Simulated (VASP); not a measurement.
## HfC: band structure with PBE

HfC:

```
Hf C
1.0
     0.00000    2.32500    2.32500
     2.32500    0.00000    2.32500
     2.32500    2.32500    0.00000
Hf C
1 1
Direct
  0.50000 0.50000 0.50000
  0.00000 0.00000 0.00000
```

- Program: VASP 6.6.1
- Task: band structure
- Functional: PBE
- Potentials or basis: VASP PAW PBE potentials, release 64 (Hf_pv, C)
- Cutoff: 520 eV
- k mesh: 10 × 10 × 10
- Occupations: fermi-dirac, width 0.05 eV
- Spin: no spin polarisation
- Further INCAR settings: ALGO = Fast; EDIFF = 1e-07; NBANDS = 14

```yaml
Pressure: -0.4 GPa
Band_gap_along_the_path: none (metal or under the smearing width)
```

Levels at the corners of the path, in eV from the Fermi level:
```tsv
point	band 5	band 6	band 7	band 8	band 9	band 10
Γ	0.97	0.97	0.97	1.36	1.36	1.36
X	-2.62	-1.80	-0.13	-0.13	5.28	6.71
X	-2.62	-1.80	-0.13	-0.13	5.28	6.71
W	-3.02	-2.73	-2.73	3.64	3.64	6.72
W	-3.02	-2.73	-2.73	3.64	3.64	6.72
K	-3.53	-2.75	-1.67	1.54	5.75	6.14
K	-3.53	-2.75	-1.67	1.54	5.75	6.14
Γ	0.97	0.97	0.97	1.36	1.36	1.36
Γ	0.97	0.97	0.97	1.36	1.36	1.36
L	-6.17	-3.01	-3.01	5.29	5.29	5.75
L	-6.17	-3.01	-3.01	5.29	5.29	5.75
U	-3.53	-2.75	-1.67	1.54	5.75	6.14
U	-3.53	-2.75	-1.67	1.54	5.75	6.14
W	-3.02	-2.73	-2.73	3.64	3.64	6.72
W	-3.02	-2.73	-2.73	3.64	3.64	6.72
L	-6.17	-3.01	-3.01	5.29	5.29	5.75
L	-6.17	-3.01	-3.01	5.29	5.29	5.75
K	-3.53	-2.75	-1.67	1.54	5.75	6.14
U	-3.53	-2.75	-1.67	1.54	5.75	6.14
X	-2.62	-1.80	-0.13	-0.13	5.28	6.71
```

Run time: 24 s on 1 thread of Intel(R) Xeon(R) Platinum 8375C CPU @ 2.90GHz (Ice Lake), with other jobs on the host, peak memory 0.15 GiB.

Caveat: spin-orbit coupling is left out, which moves the levels of the heavy elements.
